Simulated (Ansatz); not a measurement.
Relaxing Nb$_{2}$Sn

Method: Ansatz 0.2.0, DFT PBEsol, scalar-relativistic, plane waves, PAW. (420 eV cutoff, 12×12×8 k-mesh, Gaussian smearing of 0.10 eV, no spin polarisation)

What was changed in Ta2C: C → Sn, Ta → Nb on all its sites, cell and atoms relaxed.

Command:

```bash
ansatz run input.yaml --threads 1 --pin off --max-ram 2560MiB --backend cpu --events-out ev --progress --plain --runs-dir out
```

Input:

```yaml
crystal:
  lattice:
    - [3.2495576635, 0.0, 0.0]
    - [-1.6247788318, 2.8141994877, 0.0]
    - [0.0, 0.0, 6.5278901597]
  atoms:
    - { symbol: Nb, position: [0.3333333333, 0.6666666667, 0.3484971788] }
    - { symbol: Nb, position: [0.6666666667, 0.3333333333, 0.6515028212] }
    - { symbol: Sn, position: [0.0, 0.0, 0.0] }
basis:
  ecutwfc: 420
kpoints:
  mp_grid: { grid: [12, 12, 8] }
hamiltonian:
  xc: pbesol
scf:
  occupations: { method: gaussian, width: 0.1 }
output:
  forces: true
  stress: true
  eigenvalues: true
relax:
  adjacent_minimum: "off"
  f_tol: 0.01
  max_steps: 60
  cell: { stress_tol: 0.1 }
```

F is the free energy. Steps run on the plane waves of an earlier cell, but the last one, and at times one on the way, on a freshly chosen basis, so a repeated geometry can differ a little in energy.

At step 2 the energy rises: a step can overshoot before the optimiser corrects it.

Steps:

| step | F − F(1) (eV) | largest force component (eV/Å) | V (Å³/atom) | P (GPa) |
| --- | --- | --- | --- | --- |
| 1 | 0.0000 | 0.320 | 19.899 | -0.52 |
| 2 | 0.0105 | 0.608 | 19.827 | 1.10 |
| 3 | -0.0046 | 0.015 | 19.863 | 0.06 |
| 4 | -0.0045 | 0.004 | 19.890 | -0.10 |
| 5 | -0.0046 | 0.000 | 19.875 | 0.00 |
| 6 | -0.0046 | 0.000 | 19.875 | 0.00 |

Relaxed structure:

```yaml
crystal:
  lattice:
    - [3.24599, 0.00000, 0.00000]
    - [-1.62300, 2.81111, 0.00000]
    - [0.00000, 0.00000, 6.53426]
  atoms:
    - { symbol: Nb, position: [0.33333, 0.66667, 0.35065] }
    - { symbol: Nb, position: [0.66667, 0.33333, 0.64935] }
    - { symbol: Sn, position: [0.00000, 0.00000, 0.00000] }
```

The structure is trigonal, space group P-3m1 (No. 164). Conventional cell: a = 3.246 Å, b = 3.246 Å, c = 6.534 Å, α = 90.00°, β = 90.00°, γ = 120.00°. Nb (site symmetry 3m) has 3 Nb at 2.71 Å and 3 Sn at 2.96 Å as nearest neighbours. Sn (site symmetry -3m) is surrounded by 6 Nb at 2.96 Å and 6 Sn at 3.25 Å.

The run converged. Time: 29 s on 1 thread of Intel(R) Xeon(R) 6975P-C (Granite Rapids), with other jobs on the host, peak memory 0.51 GiB.